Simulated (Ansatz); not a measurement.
**Rb (hcp type): how the settings move a single-point run**

How sensitive is a single-point run of Rb (hcp type) to its settings? A reference run comes first, then one run with altered input.

Method: reference: DFT, PBE, all-electron PAW with datasets made for the crystal, scalar-relativistic, in Ansatz 0.2.0.

## 1. The system as given

It takes space group P6_3/mmc (No. 194, hexagonal). Conventional cell: a = 5.034 Å, b = 5.034 Å, c = 8.337 Å, α = 90.00°, β = 90.00°, γ = 120.00°.

Coordinates:

```xyz
2
Lattice="5.0345 0.0000 0.0000 -2.5172 4.3600 0.0000 0.0000 0.0000 8.3368" Properties=species:S:1:pos:R:3 pbc="T T T"
Rb    0.0000    2.9066    2.0842
Rb    2.5172    1.4533    6.2526
```

## 2. Reference

Contents of input.yaml:

```yaml
crystal:
  lattice:
    - [5.0344639581, 0.0, 0.0]
    - [-2.517231979, 4.3599736822, 0.0]
    - [0.0, 0.0, 8.3367950819]
  atoms:
    - { symbol: Rb, position: [0.3333333333, 0.6666666667, 0.25] }
    - { symbol: Rb, position: [0.6666666667, 0.3333333333, 0.75] }
kpoints:
  mp_grid: { grid: [11, 11, 6] }
  band_path:
    path:
      - [0.0, 0.0, 0.0]
      - [0.5, 0.0, 0.0]
      - [0.3333333333, 0.3333333333, 0.0]
      - [0.0, 0.0, 0.0]
      - [0.0, 0.0, 0.5]
      - [0.5, 0.0, 0.5]
      - [0.3333333333, 0.3333333333, 0.5]
      - [0.0, 0.0, 0.5]
      - [0.5, 0.0, 0.5]
    npoints: 8
scf:
  occupations: { method: fermi_dirac, width: 0.03 }
hamiltonian:
  xc: pbe
  pseudopotentials: { kind: all_electron, datasets: crystal }
output:
  forces: true
  stress: true
  eigenvalues: true
  efg: { contact_densities: true }
```

Launch:

```sh
ansatz run input.yaml --threads 1 --pin off --max-ram 2048MiB --backend cpu --events-out ev --progress --plain --runs-dir out
```

## 3. Changing settings: dr2_threshold 1.0e-08

Changes to input.yaml since step 2:

```diff
@@ -24,2 +24,3 @@
   occupations: { method: fermi_dirac, width: 0.03 }
+  convergence: { dr2_threshold: 1.0e-08 }
 hamiltonian:
```

Before running it: what results should come out? Wanted: for each run, ending; energy change; pressure; gap; force.

**Answer**, as computed:

| run | ending | energy change | pressure (GPa) | gap (eV) | force (eV/Å) | cycles | time |
| --- | --- | --- | --- | --- | --- | --- | --- |
| reference | converged | 0 | 0.0 | 0.00 | 0.00 | 8 | 8.3 s |
| 1: dr2_threshold 1.0e-08 | converged | 0.0 meV/atom | 0.0 | 0.00 | 0.00 | 9 | 8.4 s |

Residual by cycle in the longest SCF loop of each run; runs are numbered as in the table. The quantity is the density residual dr2, in eV.

| cycle | reference | run 1 |
| --- | --- | --- |
| 1 | 0.0422 | 0.0422 |
| 2 | 0.0193 | 0.0193 |
| 3 | 0.00263 | 0.00263 |
| 4 | 0.00101 | 0.00101 |
| 5 | 1.7e-5 | 1.9e-5 |
| 6 | 2.6e-6 | 4.4e-6 |
| 7 | 4.8e-7 | 5.7e-7 |
| 8 | 2.6e-8 | 2.9e-8 |
| 9 | - | 3.2e-9 |

**Reading.** The changed convergence setting doesn't alter the result here (within 0.5 meV/atom). Cost: 9 SCF cycles against 8.
